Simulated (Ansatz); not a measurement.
# Te4Mo2 sheet: levels of theory

The task, for Te4Mo2 sheet: compare levels of theory; the runs are relaxing the atoms and single point.

Method: DFT PBE+D3(BJ), scalar-relativistic, plane waves, PAW, and further levels as typed in the inputs, in Ansatz 0.2.0.

## Step 1: Starting point

It takes space group P-3m1 (No. 164, trigonal). Conventional cell: a = 3.520 Å, b = 3.520 Å, c = 28.605 Å, α = 90.00°, β = 90.00°, γ = 120.00°. Te (site symmetry 3m) has 3 Mo at 2.72 Å as nearest neighbours. Mo (site symmetry 3m) has 6 Te at 2.72 Å as nearest neighbours.

Structure file:

```xyz
6
Lattice="3.5200 0.0000 0.0000 -1.7600 3.0484 0.0000 0.0000 0.0000 28.6050" Properties=species:S:1:pos:R:3 pbc="T T T"
Te    1.7600    1.0161    9.0000
Mo    0.0000    2.0323   10.8100
Te    1.7600    1.0161   12.6200
Te    0.0000    2.0323   15.9850
Mo    1.7600    1.0161   17.7950
Te    0.0000    2.0323   19.6050
```

## Step 2: Relaxing the atoms: Te4Mo2 sheet, no spin

The input, input.yaml:

```yaml
crystal:
  lattice:
    - [3.52, 0.0, 0.0]
    - [-1.76, 3.0484094213, 0.0]
    - [0.0, 0.0, 28.605]
  atoms:
    - { symbol: Te, position: [0.6666666667, 0.3333333333, 0.3146303094] }
    - { symbol: Mo, position: [0.3333333333, 0.6666666667, 0.3779059605] }
    - { symbol: Te, position: [0.6666666667, 0.3333333333, 0.4411816116] }
    - { symbol: Te, position: [0.3333333333, 0.6666666667, 0.5588183884] }
    - { symbol: Mo, position: [0.6666666667, 0.3333333333, 0.6220940395] }
    - { symbol: Te, position: [0.3333333333, 0.6666666667, 0.6853696906] }
  periodic: [true, true, false]
scf:
  occupations: { method: gaussian, width: 0.02 }
  n_extra_bands: 6
output:
  forces: true
  stress: false
  write_density: true
  write_potential: true
  elf: true
  volumetric_format: npy
kpoints:
  mp_grid: { grid: [12, 12, 1] }
hamiltonian:
  xc: pbe
  dispersion: d3bj
relax:
  f_tol: 0.005
  max_steps: 100
```

Run with:

```console
$ ansatz run input.yaml --threads 4 --pin off --max-ram 12288MiB --backend cpu --events-out ev --progress --plain --runs-dir out
```

The program printed, shortened:

```text
Warning: crystal.periodic: the lattice vector that does not repeat stood 0.000° off the slab's normal, 28.605 Å along it as the deck builds it. The run solves the slab on a vector along the normal, 45.010 Å long, with every atom where it was (on the deck's vector they left 18.00 Å outside [...]
Warning: RAYON_NUM_THREADS=4 ignored (pool sized by the plan → 4); use --threads N
[...]
scf.n_extra_bands = 6 over 46 filled bands (N_el = 92.0): the run solves 52 bands
[...]
Pseudopotentials: kind: paw
Pseudopotential: Te, paw, valence charge 16, recommended cutoff 420 eV (normal), Te.paw.azcp
Pseudopotential: Mo, paw, valence charge 14, recommended cutoff 420 eV (normal), Mo.paw.azcp
Functional definition: PBE
[...]
Crystal: 6 atoms, lattice volume = 482.975 Å³
Basis set: ecut = 420 eV, 9373 PW (Γ), exchange–correlation on 48×48×640 points (8 copies of the dense FFT grid, shifted against one another)
Bands: 52, of which v1, the nominal top of the filled ones, is band 46 counted from 1 (45 counted from 0)
Symmetry: 12 space group operations
Space group: P-3m1 (ITA 164), of the structure as read, at distance tolerance 7.8e-5 Å
k-points: 19 of 144
[...]
SCF iter   1: F=—  HF=-37836.206089 eV  |F-HF|=—  |Δ(HF+E_count)|=         —  Δρ=2.64e-3  dr2=1.01e-1  ethr=1.77e-3  ⟨swp⟩=14.6  Hψ=5926  notcnv=0
[...]
relax step   1: F+E_penalty+E_count = -37836.20976503 eV  Δ(F+E_penalty+E_count) = +0.000e0 eV  max|allowed force component| = 7.406e-2 eV/Å  Δτ_max = 0.0000 Å  (9 SCF iters, dr2 threshold 6.25e-7 eV, accepted)
[...]
relax step   5: F+E_penalty+E_count = -37836.21645214 eV  Δ(F+E_penalty+E_count) = -5.463e-5 eV  max|allowed force component| = 2.003e-3 eV/Å  Δτ_max = 0.0024 Å  (4 SCF iters, dr2 threshold 1.22e-7 eV, accepted)
[...]
relax step   6: F+E_penalty+E_count = -37836.21645216 eV  Δ(F+E_penalty+E_count) = -2.041e-8 eV  max|allowed force component| = 1.989e-3 eV/Å  Δτ_max = 0.0000 Å  (4 SCF iters, accepted)
NSCF: frozen V_eff on 19 k-points
[...]
WARN: The output density's exchange-correlation potential varies sharply where the density is thin. Do not read a vacuum level from v_tot or v_xc, or from such a field of the output density. On a cell that repeats whose density bears no net charge and no dipole along the vacuum's axis use [...]
SCF converged after 4 iterations
Free energy (F): -37836.216452 eV
[...]
E sigma→0 (E₀):  -37836.216452 eV
Fermi energy:    -4.213526 eV
[...]
--- Forces (eV/Å), atoms counted from 1 ---
  atom   1  Te     0.00000000     0.00000000     0.00184299
  atom   2  Mo     0.00000000    -0.00000000    -0.00198907
  atom   3  Te    -0.00000000     0.00000000     0.00006670
  atom   4  Te    -0.00000000    -0.00000000    -0.00006670
  atom   5  Mo     0.00000000     0.00000000     0.00198907
  atom   6  Te    -0.00000000    -0.00000000    -0.00184299
[...]
--- Band table (eV; the first three rows and the last of 19) ---
[...]
  ° read free of the cell's end (the report's vacuum.weakly_bound_levels)
--- Relaxed structure (6 steps of the walk, 5 accepted, 0 SCFs on fresh bases) ---
  F+E_penalty+E_count = -37836.21645216 eV   max|allowed force component| = 1.989e-3 eV/Å
  cell:  # Å, volume = 482.9754 Å³
    - [3.5199999999877463, 0.0, 0.0]
    - [-1.7599999999938731, 3.048409421310612, 0.0]
    - [0.0, 0.0, 45.009999998452]
  atoms:
    - { symbol: Te, position: [0.6666666666666665, 0.3333333333333333, 0.20164782226004987] }
    - { symbol: Mo, position: [0.33333333333333326, 0.6666666666666666, 0.241839224833866] }
    - { symbol: Te, position: [0.6666666666666665, 0.3333333333333333, 0.282067851478326] }
    - { symbol: Te, position: [0.33333333333333326, 0.6666666666666666, 0.3534575873349109] }
    - { symbol: Mo, position: [0.6666666666666665, 0.3333333333333333, 0.393686213979371] }
    - { symbol: Te, position: [0.33333333333333326, 0.6666666666666666, 0.4338776165531871] }
```

Run time: 23 s. Hardware: 4 threads of AMD EPYC 9R45 (Zen 5), shared host; peak memory 1.2 GiB.

Step by step:

```
step  energy from step 1 (eV/cell)  largest force component (eV/Å)
   1                        0.0000                          0.0741
   2                        0.0194                          0.3349
   3                       -0.0059                          0.0257
   4                       -0.0066                          0.0319
   5                       -0.0067                          0.0020
   6                       -0.0067                          0.0020
```

Step 1 is the start. Step 2 was tried and not accepted.

Density in a lattice plane of the grid's cell (edges 3.52 and 45.01 Å, at 0.333 of the third edge), which holds Te and Mo.

Values in e/Å³, 12 rows by 6 columns:
```
0.00 0.00 0.00 0.00 0.00 0.00
0.00 0.00 0.00 0.00 0.00 0.00
0.00 0.00 0.00 0.00 0.00 0.00
0.00 0.00 0.00 0.00 0.00 0.00
0.00 0.00 0.00 0.00 0.00 0.00
0.00 0.00 0.00 0.00 0.00 0.00
0.31 0.32 0.31 0.38 0.57 0.38
0.14 0.21 0.15 0.07 0.05 0.07
0.29 0.40 0.29 0.24 0.24 0.24
0.03 0.02 0.03 0.08 0.12 0.08
0.00 0.00 0.00 0.00 0.00 0.00
0.00 0.00 0.00 0.00 0.00 0.00
```
Columns run along the first of these edges and rows up along the second, over one cell in 6 and 12 even steps from the bottom left corner. Atoms in the plane (fractional): Te at (0.67, 0.20), Te at (0.67, 0.28), Mo at (0.67, 0.39).

ELF in the same plane.

Ten even steps from '0' (0.00) to '9' (0.70):
```
000000
000000
000000
000000
000000
000000
000000
000000
000000
000000
898202
252979
777424
717878
222444
737303
000575
000000
000000
000000
```
Columns run along the first of these edges and rows up along the second, over one cell in 6 and 20 even steps from the bottom left corner. Atoms in the plane (fractional): Te at (0.67, 0.20), Te at (0.67, 0.28), Mo at (0.67, 0.39).

Both are smooth fields of the valence electrons: close to the nuclei they are not physical.

The highest ELF values outside the cores: 0.87 beside Te, off the lines to its neighbours, 1.5 Å from Te; 0.65 on the Te–Mo line, 1.2 Å from Te.

## Step 3: Single point: PBE

It takes the final geometry of step 2.

The input, input.yaml:

```yaml
crystal:
  lattice:
    - [3.52, 0.0, 0.0]
    - [-1.76, 3.0484094213, 0.0]
    - [0.0, 0.0, 45.0099999985]
  atoms:
    - { symbol: Te, position: [0.6666666667, 0.3333333333, 0.2016478223] }
    - { symbol: Mo, position: [0.3333333333, 0.6666666667, 0.2418392248] }
    - { symbol: Te, position: [0.6666666667, 0.3333333333, 0.2820678515] }
    - { symbol: Te, position: [0.3333333333, 0.6666666667, 0.3534575873] }
    - { symbol: Mo, position: [0.6666666667, 0.3333333333, 0.393686214] }
    - { symbol: Te, position: [0.3333333333, 0.6666666667, 0.4338776166] }
  periodic: [true, true, false]
scf:
  occupations: { method: gaussian, width: 0.01 }
  n_extra_bands: 8
output:
  eigenvalues: true
  eigenstates:
    kpoints:
      - [0.0, 0.0, 0.0]
      - [0.016667, 0.016667, 0.0]
      - [0.033333, 0.033333, 0.0]
      - [0.05, 0.05, 0.0]
      - [0.066667, 0.066667, 0.0]
      - [0.1, 0.1, 0.0]
      - [0.133333, 0.133333, 0.0]
      - [0.166667, 0.166667, 0.0]
      - [0.2, 0.2, 0.0]
      - [0.233333, 0.233333, 0.0]
      - [0.25, 0.25, 0.0]
      - [0.266667, 0.266667, 0.0]
      - [0.283333, 0.283333, 0.0]
      - [0.3, 0.3, 0.0]
      - [0.316667, 0.316667, 0.0]
      - [0.333333, 0.333333, 0.0]
      - [0.35, 0.35, 0.0]
      - [0.366667, 0.366667, 0.0]
      - [0.383333, 0.383333, 0.0]
      - [0.4, 0.4, 0.0]
      - [0.025, 0.0, 0.0]
      - [0.05, 0.0, 0.0]
      - [0.075, 0.0, 0.0]
      - [0.1, 0.0, 0.0]
      - [0.5, 0.0, 0.0]
    top_band: c8
    e_range: [-2.5, 2.5]
kpoints:
  mp_grid: { grid: [12, 12, 1] }
hamiltonian:
  xc: pbe
```

Run with:

```console
$ ansatz run input.yaml --threads 4 --pin off --max-ram 12288MiB --backend cpu --events-out ev --progress --plain --runs-dir out
```

The program printed, shortened:

```text
Warning: RAYON_NUM_THREADS=4 ignored (pool sized by the plan → 4); use --threads N
scf.n_extra_bands = 8 over 46 filled bands (N_el = 92.0): the run solves 54 bands
[...]
Pseudopotentials: kind: paw
Pseudopotential: Te, paw, valence charge 16, recommended cutoff 420 eV (normal), Te.paw.azcp
Pseudopotential: Mo, paw, valence charge 14, recommended cutoff 420 eV (normal), Mo.paw.azcp
Functional definition: PBE
[...]
Crystal: 6 atoms, lattice volume = 482.975 Å³
Basis set: ecut = 420 eV, 9373 PW (Γ)
Bands: 54, of which v1, the nominal top of the filled ones, is band 46 counted from 1 (45 counted from 0)
Symmetry: 12 space group operations
Space group: P-3m1 (ITA 164), of the structure as read, at distance tolerance 7.8e-5 Å
k-points: 19 of 144
[...]
SCF iter   1: F=—  HF=-37833.391247 eV  |F-HF|=—  |Δ(HF+E_count)|=         —  Δρ=2.61e-3  dr2=9.77e-2  ethr=1.77e-3  ⟨swp⟩=17.4  Hψ=6587  notcnv=0
[...]
SCF iter   9: F=-37833.395434 eV  HF=-37833.395434 eV  |F-HF|=3.26e-9  |Δ(HF+E_count)|=   8.45e-8  Δρ=1.32e-6  dr2=1.45e-8  ethr=1.09e-10  ⟨swp⟩=14.0  Hψ=3660  notcnv=0
[...]
NSCF: frozen V_eff on 25 k-points
SCF converged after 9 iterations
Free energy (F): -37833.395434 eV
[...]
E sigma→0 (E₀):  -37833.395434 eV
Fermi energy:    -4.213343 eV
[...]
--- Band table (eV; the first three rows and the last of 19) ---
[...]
  ° read free of the cell's end (the report's vacuum.weakly_bound_levels)
```

Wall time 9 s (4 threads of AMD EPYC 9R45 (Zen 5), shared host); peak memory 1.2 GiB.

## Step 4: Single point: PBE with spin-orbit coupling

It takes the final geometry of step 2.

Edit input.yaml of step 3 so:

```diff
@@ -51 +51,5 @@
   xc: pbe
+  pseudopotentials: { kind: paw_fr }
+magnetization:
+  noncollinear: true
+  spin_orbit: true
```

Run with:

```console
$ ansatz run input.yaml --threads 4 --pin off --max-ram 12288MiB --backend cpu --events-out ev --progress --plain --runs-dir out
```

The program printed, shortened:

```text
Warning: RAYON_NUM_THREADS=4 ignored (pool sized by the plan → 4); use --threads N
scf.n_extra_bands = 8 over 92 filled bands (N_el = 92.0): the run solves 100 bands
[...]
Pseudopotentials: kind: paw_fr
Pseudopotential: Te, paw_fr, valence charge 16, recommended cutoff 420 eV (normal), Te.paw.azcp#standard-fr
Pseudopotential: Mo, paw_fr, valence charge 14, recommended cutoff 420 eV (normal), Mo.paw.azcp#standard-fr
Functional definition: PBE
[...]
non-collinear run that drives no moment, with spin-orbit: no starting moment large enough to seed its density (crystal.atoms[].spin), no starting occupations that ask for one, no magnetisation constraint and no magnetic field, so the semilocal B_xc is pinned to zero
Crystal: 6 atoms, lattice volume = 482.975 Å³
Basis set: ecut = 420 eV, 9373 PW (Γ)
Bands: 100, of which v1, the nominal top of the filled ones, is band 92 counted from 1 (91 counted from 0)
[...]
SCF iter  11: F=-37846.578333 eV  HF=-37846.578333 eV  |F-HF|=5.25e-9  |Δ(HF+E_count)|=   5.54e-9  Δρ=5.85e-7  dr2=6.77e-9  dr2_m=0.00e0 (ungated)  ethr=1.09e-10  |M|=0.00e0 ∫|m|=0.00e0 μB  |m|>n=0.0e0 m-floor=0.0e0 τ_xc=0.0e0  ⟨swp⟩=14.1  Hψ=3757  notcnv=0
[...]
NSCF: frozen V_eff on 25 k-points
SCF converged after 11 iterations
Magnetization: |M| = 0.0000 μB,  M = (+0.0000, +0.0000, +0.0000) μB
Absolute magnetization: 0.0000 μB (∫|m|)
  site 0: m = (+0.0000, +0.0000, +0.0000) μB, |m| = 0.0000 μB  (R = 1.12 Å)
  site 1: m = (+0.0000, +0.0000, +0.0000) μB, |m| = 0.0000 μB  (R = 1.12 Å)
  site 2: m = (+0.0000, +0.0000, +0.0000) μB, |m| = 0.0000 μB  (R = 1.12 Å)
  site 3: m = (+0.0000, +0.0000, +0.0000) μB, |m| = 0.0000 μB  (R = 1.12 Å)
  site 4: m = (+0.0000, +0.0000, +0.0000) μB, |m| = 0.0000 μB  (R = 1.12 Å)
  site 5: m = (+0.0000, +0.0000, +0.0000) μB, |m| = 0.0000 μB  (R = 1.12 Å)
Free energy (F): -37846.578333 eV
[...]
E sigma→0 (E₀):  -37846.578333 eV
Fermi energy:    -4.192600 eV
[...]
--- Band table (eV; the first three rows and the last of 19) ---
[...]
```

Wall time 95 s (4 threads of AMD EPYC 9R45 (Zen 5), shared host); peak memory 3.4 GiB.

## Step 5: Single point: LDA with spin-orbit coupling

It takes the final geometry of step 2.

Edit input.yaml of step 4 so:

```diff
@@ -47,2 +47,6 @@
     e_range: [-2.5, 2.5]
+  write_density: true
+  write_potential: true
+  elf: true
+  volumetric_format: npy
 kpoints:
@@ -50,3 +54,3 @@
 hamiltonian:
-  xc: pbe
+  xc: lda
   pseudopotentials: { kind: paw_fr }
```

Run with:

```console
$ ansatz run input.yaml --threads 4 --pin off --max-ram 12288MiB --backend cpu --events-out ev --progress --plain --runs-dir out
```

The program printed, shortened:

```text
[...]
NSCF: frozen V_eff on 25 k-points
WARN: The output density's exchange-correlation potential varies sharply where the density is thin. Do not read a vacuum level from v_tot or v_xc, or from such a field of the output density. On a cell that repeats whose density bears no net charge and no dipole along the vacuum's axis use [...]
SCF converged after 10 iterations
Magnetization: |M| = 0.0000 μB,  M = (+0.0000, +0.0000, +0.0000) μB
Absolute magnetization: 0.0000 μB (∫|m|)
  site 0: m = (+0.0000, +0.0000, +0.0000) μB, |m| = 0.0000 μB  (R = 1.12 Å)
  site 1: m = (+0.0000, +0.0000, +0.0000) μB, |m| = 0.0000 μB  (R = 1.12 Å)
  site 2: m = (+0.0000, +0.0000, +0.0000) μB, |m| = 0.0000 μB  (R = 1.12 Å)
  site 3: m = (+0.0000, +0.0000, +0.0000) μB, |m| = 0.0000 μB  (R = 1.12 Å)
  site 4: m = (+0.0000, +0.0000, +0.0000) μB, |m| = 0.0000 μB  (R = 1.12 Å)
  site 5: m = (+0.0000, +0.0000, +0.0000) μB, |m| = 0.0000 μB  (R = 1.12 Å)
Free energy (F): -37008.702599 eV
[...]
E sigma→0 (E₀):  -37008.702599 eV
Fermi energy:    -4.463541 eV
[...]
--- Band table (eV; the first three rows and the last of 19) ---
[...]
```

Run time: 1.8 min. Hardware: 4 threads of AMD EPYC 9R45 (Zen 5), shared host; peak memory 3.8 GiB.

Density in a lattice plane of the grid's cell (edges 3.52 and 45.01 Å, at 0.333 of the third edge), which holds Te and Mo.

Values in e/Å³, 12 rows by 6 columns:
```
0.00 0.00 0.00 0.00 0.00 0.00
0.00 0.00 0.00 0.00 0.00 0.00
0.00 0.00 0.00 0.00 0.00 0.00
0.00 0.00 0.00 0.00 0.00 0.00
0.00 0.00 0.00 0.00 0.00 0.00
0.00 0.00 0.00 0.00 0.00 0.00
0.31 0.32 0.31 0.38 0.58 0.38
0.14 0.20 0.14 0.07 0.05 0.07
0.30 0.41 0.30 0.24 0.24 0.24
0.03 0.02 0.03 0.08 0.12 0.08
0.00 0.00 0.00 0.00 0.00 0.00
0.00 0.00 0.00 0.00 0.00 0.00
```
Columns run along the first of these edges and rows up along the second, over one cell in 6 and 12 even steps from the bottom left corner. Atoms in the plane (fractional): Te at (0.67, 0.20), Te at (0.67, 0.28), Mo at (0.67, 0.39).

ELF in the same plane.

Ten even steps from ' ' (0.00) to '@' (0.70):
```
            
            
            
            
            
            
            
            
            
            
%%@@%%::  ::
::++::@@##@@
######==::==
##..##%%##%%
::::::======
##--##--  --
      ++##++
            
            
            
```
Columns run along the first of these edges and rows up along the second, over one cell in 6 and 20 even steps from the bottom left corner. Atoms in the plane (fractional): Te at (0.67, 0.20), Te at (0.67, 0.28), Mo at (0.67, 0.39).

Both are smooth fields of the valence electrons: close to the nuclei they are not physical.

Outside the cores ELF peaks at 0.86 beside Te, off the lines to its neighbours, 1.5 Å from Te; 0.64 on the Te–Mo line, 1.2 Å from Te.

## Step 6: Single point: r2SCAN with spin-orbit coupling

It takes the final geometry of step 2.

Edit input.yaml of step 5 so:

```diff
@@ -47,6 +47,2 @@
     e_range: [-2.5, 2.5]
-  write_density: true
-  write_potential: true
-  elf: true
-  volumetric_format: npy
 kpoints:
@@ -54,3 +50,3 @@
 hamiltonian:
-  xc: lda
+  xc: r2scan
   pseudopotentials: { kind: paw_fr }
```

Run with:

```console
$ ansatz run input.yaml --threads 4 --pin off --max-ram 12288MiB --backend cpu --events-out ev --progress --plain --runs-dir out
```

The program printed, shortened:

```text
Warning: RAYON_NUM_THREADS=4 ignored (pool sized by the plan → 4); use --threads N
scf.n_extra_bands = 8 over 92 filled bands (N_el = 92.0): the run solves 100 bands
[...]
Pseudopotentials: kind: paw_fr
Pseudopotential: Te, paw_fr, valence charge 16, recommended cutoff 500 eV (meta_gga), Te.paw.azcp#standard-fr
Pseudopotential: Mo, paw_fr, valence charge 14, recommended cutoff 500 eV (meta_gga), Mo.paw.azcp#standard-fr
Functional definition: r2SCAN
[...]
non-collinear run that drives no moment, with spin-orbit: no starting moment large enough to seed its density (crystal.atoms[].spin), no starting occupations that ask for one, no magnetisation constraint and no magnetic field, so the semilocal B_xc is pinned to zero
Crystal: 6 atoms, lattice volume = 482.975 Å³
Basis set: ecut = 500 eV, 12225 PW (Γ), exchange–correlation on 108×108×1440 points (64 copies of the dense FFT grid, shifted against one another)
[...]
NSCF: frozen V_eff on 25 k-points
SCF converged after 11 iterations
Magnetization: |M| = 0.0000 μB,  M = (+0.0000, +0.0000, +0.0000) μB
Absolute magnetization: 0.0000 μB (∫|m|)
  site 0: m = (+0.0000, +0.0000, +0.0000) μB, |m| = 0.0000 μB  (R = 1.12 Å)
  site 1: m = (+0.0000, +0.0000, +0.0000) μB, |m| = 0.0000 μB  (R = 1.12 Å)
  site 2: m = (+0.0000, +0.0000, +0.0000) μB, |m| = 0.0000 μB  (R = 1.12 Å)
  site 3: m = (+0.0000, +0.0000, +0.0000) μB, |m| = 0.0000 μB  (R = 1.12 Å)
  site 4: m = (+0.0000, +0.0000, +0.0000) μB, |m| = 0.0000 μB  (R = 1.12 Å)
  site 5: m = (+0.0000, +0.0000, +0.0000) μB, |m| = 0.0000 μB  (R = 1.12 Å)
Free energy (F): -37859.103826 eV
[...]
E sigma→0 (E₀):  -37859.103826 eV
Fermi energy:    -4.296727 eV
[...]
--- Band table (eV; the first three rows and the last of 19) ---
[...]
  the weakly bound empty levels are not read free of the cell's end (spinor_tau)
```

Wall time 3 min (4 threads of AMD EPYC 9R45 (Zen 5), shared host); peak memory 5.3 GiB.

## Step 7: Single point: HSE06, no spin, mesh 6×6×1

It takes the final geometry of step 2.

Edit input.yaml of step 6 so:

```diff
@@ -48,8 +48,4 @@
 kpoints:
-  mp_grid: { grid: [12, 12, 1] }
+  mp_grid: { grid: [6, 6, 1] }
 hamiltonian:
-  xc: r2scan
-  pseudopotentials: { kind: paw_fr }
-magnetization:
-  noncollinear: true
-  spin_orbit: true
+  xc: hse06
```

Run with:

```console
$ ansatz run input.yaml --threads 4 --pin off --max-ram 12288MiB --backend cpu --events-out ev --progress --plain --runs-dir out
```

The program printed, shortened:

```text
Warning: RAYON_NUM_THREADS=4 ignored (pool sized by the plan → 4); use --threads N
scf.n_extra_bands = 8 over 46 filled bands (N_el = 92.0): the run solves 54 bands
[...]
Pseudopotentials: kind: paw
Pseudopotential: Te, paw, valence charge 16, recommended cutoff 420 eV (normal), Te.paw.azcp
Pseudopotential: Mo, paw, valence charge 14, recommended cutoff 420 eV (normal), Mo.paw.azcp
Functional definition: HSE06
[...]
Crystal: 6 atoms, lattice volume = 482.975 Å³
Basis set: ecut = 420 eV, 9373 PW (Γ)
Bands: 54, of which v1, the nominal top of the filled ones, is band 46 counted from 1 (45 counted from 0)
Symmetry: 12 space group operations
Space group: P-3m1 (ITA 164), of the structure as read, at distance tolerance 7.8e-5 Å
k-points: 7 of 36
[...]
SCF iter   1: F=—  HF=-37833.387971 eV  |F-HF|=—  |Δ(HF+E_count)|=         —  Δρ=2.70e-3  dr2=1.02e-1  ethr=1.77e-3  ⟨swp⟩=6.9  Hψ=1556  notcnv=0
[...]
SCF 2 stopped early in 8 iterations: F = -37855.085518 eV  dr2 = 1.80e-6
hybrid outer 1: dexx = +1.793e-2 eV, tail = 2.22e-4 eV
[...]
Frozen-core exchange: fock
[...]
SCF iter   4: F=-37855.085707 eV  HF=-37855.085707 eV  |F-HF|=5.86e-9  |Δ(HF+E_count)|=   1.48e-8  Δρ=1.38e-6  dr2=1.31e-8  ethr=1.56e-10  ⟨swp⟩=3.0  Hψ=801  notcnv=0
[...]
hybrid outer 2: dexx = +1.796e-6 eV, tail = 5.87e-8 eV, Δε = 1.94e-3 eV (about 7.17e-5 eV left of the loop's levels)
NSCF: frozen V_eff on 25 k-points
hybrid SCF converged: 2 outer / 12 inner (+6 warm-up), last move |dexx| = 1.80e-6 eV, tail = 5.87e-8 eV
Stability not checked: this state was not tested for a lower state beside it, because the functional holds exact exchange (a hybrid, or Hartree-Fock), whose exchange loop this test does not read (fock_operator; see scf.lower_state_search)
Free energy (F): -37855.085707 eV
Frozen-core exchange: fock
[...]
E sigma→0 (E₀):  -37855.085707 eV
Fermi energy:    -4.315364 eV
[...]
--- Band table (eV; the first three rows and the last of 7) ---
[...]
  the weakly bound empty levels are not read free of the cell's end (exact_exchange)
```

Wall time 12 min (4 threads of AMD EPYC 9R45 (Zen 5), shared host); peak memory 8 GiB.

## Step 8: Results

| step | level | k mesh | energy (eV) | gap on the mesh (eV) | time |
| --- | --- | --- | --- | --- | --- |
| 2 | PBE+D3(BJ) | 12×12×1 | -37836.216 | 0.84 | 23 s |
| 3 | PBE | 12×12×1 | -37833.395 | 0.84 | 9 s |
| 4 | PBE with spin-orbit coupling | 12×12×1 | -37846.578 | 0.85 | 95 s |
| 5 | LDA with spin-orbit coupling | 12×12×1 | -37008.703 | 0.82 | 1.8 min |
| 6 | r2SCAN with spin-orbit coupling | 12×12×1 | -37859.104 | 0.97 | 3 min |
| 7 | HSE06 | 6×6×1 | -37855.086 | 1.32 | 12 min |

Totals of different systems or levels have different zeros; only balanced differences at one level mean anything.

What this shows: The rows set the runs side by side; convergence of the settings was not tested in this session.
